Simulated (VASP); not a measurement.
Here is a VASP 6.6.1 calculation.

The input POSCAR:

```
ZnS
1.0
    3.8071395368      0.0000000000      0.0000000000
   -1.9035697684      3.2970795546      0.0000000000
    0.0000000000      0.0000000000      6.2477592740
Zn S
2 2
Direct
    0.3333333333      0.6666666667      0.0053942594
    0.6666666667      0.3333333333      0.5053942594
    0.3333333333      0.6666666667      0.3796057406
    0.6666666667      0.3333333333      0.8796057406
```

File INCAR.step1:

```
  ALGO = Normal
  EDIFF = 1E-4
  ENCUT = 520
  GGA = PE
  ISMEAR = -1
  LASPH = True
  LCHARG = False
  LREAL = False
  LWAVE = True
  NBANDS = 26
  NELM = 80
  PREC = Accurate
  SIGMA = 0.02
```

INCAR.step2

```
  ALGO = Normal
  EDIFF = 1E-6
  ENCUT = 520
  ISIF = 2
  ISMEAR = -1
  ISTART = 1
  LASPH = True
  LCHARG = True
  LELF = True
  LMIXTAU = True
  LREAL = False
  LVHAR = True
  LWAVE = False
  METAGGA = R2SCAN
  NBANDS = 26
  NELM = 80
  PREC = Accurate
  SIGMA = 0.02
```

File KPOINTS:

```
k-points
0
Gamma
  12 12 4
```

Potentials or basis: VASP PAW PBE potentials, release 64 (Zn, S).

Launch:

```sh
$ cat potpaw_PBE.64/Zn/POTCAR potpaw_PBE.64/S/POTCAR > POTCAR
$ cp INCAR.step1 INCAR
$ mpirun -np 1 vasp_std > vasp.out
$ cp INCAR.step2 INCAR
$ mpirun -np 1 vasp_std > vasp.out
```

(1) What does it give for the band gap on the k mesh?

(2) What does it give for the pressure?

Answers

(1) 2.78 eV, direct.

(2) 0.0 GPa.

Caveat: the PAW data sets were made with another functional, which shifts forces and pressure a little.

**Measured values to compare with.**

A printed reference work, monograph reports, for a bulk crystal of ZnS at 4 K: band gap 3.911 eV (direct).

Measured gap of ZnS: 3.911 eV (direct; 4 K; a printed reference work, monograph). This calculation gives 2.78 eV (-1.13 eV). The value is that of r2SCAN on a finite k mesh, which can miss the band edges, without temperature or zero-point motion.
